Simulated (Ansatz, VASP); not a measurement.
Co in VASP and in Ansatz

The input INCAR:

```
SYSTEM = Co
PREC     = Accurate       ! precision mode
ENCUT    = 600            ! plane-wave cutoff, eV
EDIFF    = 1E-7           ! SCF threshold, eV
ISMEAR   = -1             ! smearing method
SIGMA    = 0.1            ! smearing width, eV
LREAL    = .False.        ! projectors in reciprocal space
LASPH    = .True.         ! aspherical terms in the spheres
NELM     = 100            ! most SCF steps
ALGO     = Normal         ! electronic algorithm
ISIF     = 3              ! what is computed and relaxed
LWAVE    = .False.        ! write WAVECAR
LCHARG   = .False.        ! write CHGCAR
GGA      = CA             ! functional
IBRION   = 2              ! ionic algorithm
NSW      = 80             ! ionic steps
EDIFFG   = -0.01          ! ionic threshold
```

File KPOINTS:

```
regular mesh
0
Gamma
  14 14 14
  0 0 0
```

POSCAR

```
Co
1.0
    2.2868488050      0.0000000000      0.0000000000
    0.0000000000      2.2868488050      0.0000000000
    0.0000000000      0.0000000000      2.2868488050
Co
1
Direct
    0.0000000000      0.0000000000      0.0000000000
```

Input for Ansatz:

```yaml
crystal:
  lattice:
    - [2.286848805, 0.0, 0.0]
    - [0.0, 2.286848805, 0.0]
    - [0.0, 0.0, 2.286848805]
  atoms:
    - { symbol: Co, position: [0.0, 0.0, 0.0] }
hamiltonian:
  xc: lda
  pseudopotentials:
    kind: paw
    azcp:
      Co: "pseudopotentials/Co.paw.azcp"
basis:
  ecutwfc: 420
  fft_grid_basis: typed
kpoints:
  mp_grid: { grid: [14, 14, 14], shift: [0, 0, 0] }
magnetization:
  spin_polarized: false
scf:
  occupations: { method: fermi_dirac, width: 0.1 }
relax:
  max_steps: 60
  f_tol: 0.01
  cell: {}
output:
  write_density: true
  write_potential: true
  elf: true
  volumetric_format: npy
```

The cell was built by a generator and needn't be a form met in nature.

Alike in both runs: task relaxation of cell and atoms; functional LDA; k mesh 14 × 14 × 14; occupations fermi-dirac, width 0.1 eV; no spin polarisation.

|  | VASP | Ansatz |
| --- | --- | --- |
| version | VASP 6.6.1 | Ansatz 0.2.0 |
| potentials or method | VASP PAW LDA potentials, release 64 (Co) | plane waves (420 eV) with PAW, scalar-relativistic |
| plane-wave cutoff (eV) | 600 | 420 |
| valence electrons in the cell | 9 | 17 |

```tsv
	VASP	Ansatz	Ansatz less VASP
relaxed volume (Å³/atom)	10.96	11.01	+0.057
relaxed cell length with the largest relative difference (Å)	2.221	2.225	+0.0038
energy change over the relaxation (meV/atom)	-55	-50	+5.4
```

The two sets of potentials don't hold the same shells in valence. Ansatz warned: «pseudo_functional_mismatch».

Caveats: the run has no spin polarisation, though such a crystal can be magnetic. Spin polarisation is off, so any magnetic state and its effect on volume and gap are missing.
